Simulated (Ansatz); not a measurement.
H2O on a (110) slab of Ta (Im-3m (No. 229)), 3 planes, outer planes Ta (top) and Ta (bottom), 1 a cell of 30.5 Å², relaxed and still whole (its atoms last):

```yaml
crystal:
  lattice:
    - [5.68969, 0.00000, 0.00000]
    - [-1.89656, 5.36430, 0.00000]
    - [0.00000, 0.00000, 22.64562]
  atoms:
    - { symbol: Ta, position: [0.25000, 0.25000, 0.35327] }
    - { symbol: Ta, position: [0.25000, 0.75000, 0.35327] }
    - { symbol: Ta, position: [0.75000, 0.25000, 0.35327] }
    - { symbol: Ta, position: [0.75000, 0.75000, 0.35327] }
    - { symbol: Ta, position: [0.50048, 0.50058, 0.45350] }
    - { symbol: Ta, position: [0.49978, 0.00069, 0.45274] }
    - { symbol: Ta, position: [0.00078, 0.49970, 0.45257] }
    - { symbol: Ta, position: [0.99994, 0.00014, 0.45419] }
    - { symbol: Ta, position: [0.74455, 0.74652, 0.55368] }
    - { symbol: Ta, position: [0.75337, 0.24778, 0.55161] }
    - { symbol: Ta, position: [0.24912, 0.74641, 0.55170] }
    - { symbol: Ta, position: [0.25302, 0.25555, 0.56026] }
    - { symbol: O, position: [0.24777, 0.20025, 0.66172] }
    - { symbol: H, position: [0.39720, 0.15271, 0.66784] }
    - { symbol: H, position: [0.10583, 0.04283, 0.66367] }
```

The calculation used Ansatz, DFT PBE+D3(BJ), scalar-relativistic, plane waves, PAW. Settings: cutoff 420 eV, Γ-centred mesh 4×4×1 on the computed 15-atom cell, Gaussian smearing of 0.10 eV; no spin polarisation. A dipole correction removes the field between periodic images along c.

It binds with 0.72 eV a molecule against the clean slab and the free molecule (no zero-point or thermal terms); its shortest contact is O–Ta 2.32 Å. Take first-order desorption with no barrier to adsorption, no reaction on the face and an assumed prefactor of 10^13 s⁻¹.

Q: How long does a molecule stay at 473 K?

A: τ = ν⁻¹·exp(E/k_BT) with k_BT = 0.0408 eV: E/k_BT = 17.7, so τ ≈ 5×10^-6 s. At about one hit a site a second (10⁻⁶ mbar) the coverage is near τ × 1 s⁻¹, so a layer needs roughly 2×10^-1 mbar.

Q: Where does its peak lie in a desorption experiment heated at 5 K/s?

A: The peak obeys E/(k_B·T_p²) = (ν/β)·exp(−E/k_BT_p). Solving gives T_p ≈ 274 K (E/k_BT_p = 30.5). An error of 0.1 eV in E moves it by about 38 K, and larger molecules have larger prefactors, which lowers it.

Q: Is this physisorption or chemisorption?

A: The tightest contact, O–Ta 2.32 Å, is 0.98 times the sum of covalent radii, and deformation and lateral interaction add up to +0.10 eV. This is chemisorption.

The molecule may also break up before it leaves, which wasn't tried.